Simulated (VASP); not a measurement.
# HfN (F-43m) in VASP: a series of runs

One crystal, HfN, is run at these levels: PBEsol; tasks: single point.

Everything below comes from runs of VASP 6.6.1. Logs are shortened: lines on timing, memory, paths and dates and some standing lists are left out, and cuts for length are marked.

### Step 1. The crystal as given

Symmetry: F-43m, No. 216, cubic system. The conventional cell has a = 4.910 Å, b = 4.910 Å, c = 4.910 Å, α = 90.00°, β = 90.00°, γ = 90.00°. Hf (site symmetry -43m) is surrounded by 4 N at 2.13 Å. N (site symmetry -43m) is surrounded by 4 Hf at 2.13 Å.

The cell comes from a database or a generator and needn't be the stable form of this composition.

### Step 2. Single point, PBEsol

INCAR

```
SYSTEM = HfN
PREC = Accurate ; ENCUT = 460
EDIFF = 1E-7 ; ISMEAR = 0
SIGMA = 0.05 ; LREAL = .False.
LASPH = .True. ; NELM = 100
ALGO = Normal ; ISIF = 2
LWAVE = .False. ; LCHARG = .False.
GGA = PS ; ADDGRID = .False.
```

KPOINTS

```
Automatic mesh
0
Gamma
  3 3 3
  0 0 0
```

POSCAR

```
HfN
1.0
    0.0000000000      2.4548220000      2.4548220000
    2.4548220000      0.0000000000      2.4548220000
    2.4548220000      2.4548220000      0.0000000000
Hf N
1 1
Direct
    0.0013890000     -0.0035870000      0.0084710000
    0.2560200000      0.2829830000      0.2320270000
```

Potentials or basis: VASP PAW PBE potentials, release 64 (Hf_pv, N).

Run with:

```console
> cat potpaw_PBE.64/Hf_pv/POTCAR potpaw_PBE.64/N/POTCAR > POTCAR
> mpirun -np 1 vasp_std > vasp.out
```

OUTCAR:

```text
SYSTEM = HfN
   PREC = Accurate
   ENCUT = 460
   EDIFF = 1E-7
   ISMEAR = 0
   LREAL = .False.
   LASPH = .True.
   NELM = 100
   ISIF = 2
   GGA = PS

 Found     14 irreducible k-points:

 Following reciprocal coordinates:
            Coordinates               Weight
  0.000000  0.000000  0.000000      1.000000
  0.333333  0.000000  0.000000      2.000000
  0.000000  0.333333  0.000000      2.000000
  0.000000  0.000000  0.333333      2.000000
  0.333333  0.333333  0.333333      2.000000
  0.333333  0.333333  0.000000      2.000000
   k-points           NKPTS =     14   k-points in BZ     NKDIM =     14   number of bands    NBANDS=     11
   number of dos      NEDOS =    301   number of ions     NIONS =      2
   total plane-waves  NPLWV =  13824
   dimension x,y,z NGX =    24 NGY =   24 NGZ =   24
   dimension x,y,z NGXF=    48 NGYF=   48 NGZF=   48
   ions per type =               1   1
   NGX,Y,Z   is equivalent  to a cutoff of  11.49, 11.49, 11.49 a.u.
   NGXF,Y,Z  is equivalent  to a cutoff of  22.99, 22.99, 22.99 a.u.
 SYSTEM =  HfN
   PREC   = accura    normal or accurate (medium, high low for compatibility)
   ISTART =      0    job   : 0-new  1-cont  2-samecut
   ICHARG =      2    charge: 1-file 2-atom 10-const
   ISPIN  =      1    spin polarized calculation?
   LNONCOLLINEAR =      F non collinear calculations
   LSORBIT =      F    spin-orbit coupling
   LASPH  =      T    aspherical Exc in radial PAW
   ENCUT  =  460.0 eV  33.81 Ry    5.81 a.u.   6.07  6.07  6.07*2*pi/ulx,y,z
   NELM   =    100;   NELMIN=  2; NELMDL= -5     # of ELM steps
   EDIFF  = 0.1E-06   stopping-criterion for ELM
   LREAL  =      F    real-space projection
   EDIFFG = 0.1E-05   stopping-criterion for IOM
   NSW    =      0    number of steps for IOM
   IBRION =     -1    ionic relax: 0-MD 1-quasi-New 2-CG
   NFREE  =      0    steps in history (QN), initial steepest desc. (CG)
   ISIF   =      2    stress and relaxation
   ISYM   =      2    0-nonsym 1-usesym 2-fastsym
   POTIM  = 0.5000    time-step for ionic-motion
   TEBEG  =    0.0;   TEEND  =   0.0 temperature during run
   PSTRESS=    0.0 pullay stress
   NELECT =      15.0000    total number of electrons
   NUPDOWN=      -1.0000    fix difference up-down
   EMIN   =  10.00;   EMAX   =-10.00  energy-range for DOS
   EFERMI =   0.00;   METHOD = LEGACY
   ISMEAR =     0;   SIGMA  =   0.05  broadening in eV -4-tet -1-fermi 0-gaus
   EFERMI_NEDOS =   21; number of points for ismear=-14 and -15
   IALGO  =     38    algorithm
   IMIX   =      4    mixing-type and parameters
     AMIX     =   0.40;   BMIX     =  1.00
     AMIX_MAG =   1.60;   BMIX_MAG =  1.00
  volume/ion in A,a.u.               =      14.79        99.83
  Fermi-wavevector in a.u.,A,eV,Ry     =   1.305395  2.466839 23.185087  1.704056
  Thomas-Fermi vector in A             =   2.436267
   LORBIT       =      0    0 simple, 1 ext, 2 COOP (PROOUT), +10 PAW based schemes
   GGA     = PS    functional components
   LHFCALC =     F    Hartree Fock is set to
   AEXX    =    0.0000 exact exchange contribution
   IVDW    =     0    specifies the selected vdW correction
   LEPSILON=     F    determine dielectric tensor
   LRPA    =     F    only Hartree local field effects (RPA)
 non-spin polarized calculation
 Gauss-broadening in eV      SIGMA  =   0.05
  energy-cutoff  :      460.00
  volume of cell :       29.59
 maximum number of plane-waves:       680
   NGX = 13   NGY = 13   NGZ = 13

 number of electron      15.0000000 magnetization

 Free energy of the ion-electron system (eV)
  ---------------------------------------------------
  ext. energy  EPLUGINS =         0.00000000
  ---------------------------------------------------
  free energy    TOTEN  =       -22.30192213 eV

  energy without entropy =      -22.29999560  energy(sigma->0) =      -22.30095886

 E-fermi :   4.8939     XC(G=0): -11.3991

 val. band max:        4.8285525076   @ k =   0.0000   0.0000   0.0000
 cond. band min:       4.9159670096   @ k =   0.3333  -0.3333  -0.3333
 fundamental gap:      0.0874145020
 Fermi energy:         4.8939138863

 k-point     1 :       0.0000    0.0000    0.0000
  band No.  band energies     occupation
      1     -25.4726      2.00000
      2     -25.4630      2.00000
      3     -25.4311      2.00000
      4     -10.4837      2.00000
      5       0.0290      2.00000
      6       0.1565      2.00000
      7       0.3231      2.00000
      8       4.8286      1.93550
      9       7.7724      0.00000
     10       7.7873      0.00000
     11      11.5569      0.00000

 k-point     2 :       0.3333    0.0000    0.0000
  band No.  band energies     occupation
      1     -25.8309      2.00000
      2     -25.5099      2.00000
      3     -25.4851      2.00000
      4      -9.5912      2.00000
      5      -0.4465      2.00000
      6       0.6105      2.00000
      7       0.7659      2.00000
      8       7.0992      0.00000
      9       7.6117      0.00000
     10       7.8146      0.00000
     11      10.5167      0.00000

 k-point     3 :       0.0000    0.3333    0.0000
  band No.  band energies     occupation
      1     -25.8175      2.00000
      2     -25.5223      2.00000
      3     -25.5120      2.00000
      4      -9.4830      2.00000
      5      -0.4577      2.00000
      6       0.8286      2.00000
      7       0.8867      2.00000
      8       7.0269      0.00000
      9       7.3600      0.00000
     10       7.5529      0.00000
     11      10.5400      0.00000

 k-point     4 :       0.0000    0.0000    0.3333
  band No.  band energies     occupation
      1     -25.8064      2.00000
      2     -25.5096      2.00000
      3     -25.4843      2.00000
      4      -9.7023      2.00000
      5      -0.3691      2.00000
      6       0.4325      2.00000
      7       0.5657      2.00000
      8       7.3964      0.00000
      9       7.7336      0.00000
     10       7.9407      0.00000
     11      10.5143      0.00000

 k-point     5 :       0.3333    0.3333    0.3333
  band No.  band energies     occupation
      1     -25.8082      2.00000
      2     -25.5169      2.00000
      3     -25.4847      2.00000
      4      -9.6629      2.00000
      5      -0.3998      2.00000
      6       0.4974      2.00000
      7       0.6439      2.00000
      8       7.2846      0.00000
      9       7.6206      0.00000
     10       7.9606      0.00000
     11      10.5208      0.00000

 k-point     6 :       0.3333    0.3333    0.0000
  band No.  band energies     occupation
      1     -25.8120      2.00000
      2     -25.5853      2.00000
      3     -25.5680      2.00000
      4      -9.3341      2.00000
      5      -1.2228      2.00000
      6       1.3208      2.00000
      7       1.5507      2.00000
      8       4.6635      2.00000
      9       8.8271      0.00000
     10       9.0544      0.00000
     11      10.9935      0.00000

 [... further k-points ...]
[... 5 lines left out ...]
  --------------------------------------------------------------------------------------
  -------------------------------------------------------------------------------------
  Total       -1.0957498     -0.9533250     -0.9448732     -0.9299397     -0.3786129      0.5255965
  in kB      -59.3378721    -51.6251744    -51.1674856    -50.3587953    -20.5029332     28.4624992
  external PRESSURE =     -54.0435107 kB  Pullay stress =       0.0000000 kB

 VOLUME and BASIS-vectors are now :
 -----------------------------------------------------------------------------
  energy-cutoff  :      460.00
  volume of cell :       29.59
      direct lattice vectors                 reciprocal lattice vectors
     0.000000000  2.454822000  2.454822000    -0.203680756  0.203680756  0.203680756
     2.454822000  0.000000000  2.454822000     0.203680756 -0.203680756  0.203680756
     2.454822000  2.454822000  0.000000000     0.203680756  0.203680756 -0.203680756

 POSITION                                       TOTAL-FORCE (eV/Angst)
 -----------------------------------------------------------------------------------
      2.46681      0.02420      2.44943         0.185633     -0.355351      0.987421
      1.26426      1.19807      1.32316        -0.185633      0.355351     -0.987421
 -----------------------------------------------------------------------------------
    total drift:                               -0.000001      0.000169     -0.000064

  FREE ENERGIE OF THE ION-ELECTRON SYSTEM (eV)
  ---------------------------------------------------
  free  energy   TOTEN  =       -22.3019221250 eV

  energy  without entropy=      -22.2999955960  energy(sigma->0) =      -22.30095886
```

It took 2.6 s on 1 thread of Intel Xeon 6975P-C (Granite Rapids), shared host; peak memory 0.13 GiB.

These settings aren't checked as converged: the numbers below hold their error.

What came out:

```yaml
Free_energy: -22.3019 eV
Pressure: -5.4 GPa
Largest_force: 1.066 eV/Å
Band_gap_on_the_k_mesh: none (metal or under the smearing width)
```

Caveat: the k mesh is coarse (spacing up to 0.74 Å⁻¹), so the values aren't converged; the cutoff is under 1.25 times the usual one of these potentials, so pressure, stress and relaxed cells hold a basis-set (Pulay) error; the PAW data sets were made with another functional, which shifts forces and pressure a little.

### Step 3. Single point, PBEsol

Changes to INCAR since step 2:

```diff
@@ -1,3 +1,3 @@
 SYSTEM = HfN
-PREC = Accurate ; ENCUT = 460
+PREC = Accurate ; ENCUT = 520
 EDIFF = 1E-7 ; ISMEAR = 0
```

KPOINTS is that of step 2.

POSCAR

```
HfN
1.0
    0.0000000000      2.4548220000      2.4548220000
    2.4548220000      0.0000000000      2.4548220000
    2.4548220000      2.4548220000      0.0000000000
Hf N
1 1
Direct
    0.0000000000      0.0000000000      0.0000000000
    0.2500000000      0.2500000000      0.2500000000
```

Potentials or basis: VASP PAW PBE potentials, release 64 (Hf_pv, N).

Run with:

```console
> cat potpaw_PBE.64/Hf_pv/POTCAR potpaw_PBE.64/N/POTCAR > POTCAR
> mpirun -np 1 vasp_std > vasp.out
```

It took 2.9 s on 1 thread of Intel Xeon 6975P-C (Granite Rapids), shared host; peak memory 0.15 GiB.

The run converged, but some of its settings lie outside the range that counts as converged, so its numbers aren't taken as properties of the crystal.

Results:

```
Free energy            : -22.3272 eV
Pressure               : -7.0 GPa
Band gap on the k mesh : none (metal or under the smearing width)
```

Caveat: the k mesh is coarse (spacing up to 0.74 Å⁻¹), so the values aren't converged; the PAW data sets were made with another functional, which shifts forces and pressure a little.

[end of part 1 of 2]
